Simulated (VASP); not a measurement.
KCl (Sylvite):

```xyz
2
Lattice="0.0000 3.1465 3.1465 3.1465 0.0000 3.1465 3.1465 3.1465 0.0000" Properties=species:S:1:pos:R:3 pbc="T T T"
K     0.0000    0.0000    0.0000
Cl    3.1465    3.1465    3.1465
```

Program: VASP 6.6.1. Alike in all runs: task band structure; no spin polarisation; cell as given; k mesh 8 × 8 × 8; cutoff (eV) 520; smearing gaussian 0.02 eV.

Question: Order these runs on this cell by their band gap on the k mesh, lowest first.
A. level r2SCAN; potentials or basis VASP PAW PBE potentials, release 64 (K_sv, Cl)
B. level PBEsol; potentials or basis VASP PAW PBE potentials, release 64 (K_sv, Cl)
C. level LDA; potentials or basis VASP PAW LDA potentials, release 64 (K_sv, Cl)

Answer: C (4.75 eV), B (5.02 eV), A (5.83 eV).

Runs at the PBE level aren't shown here.
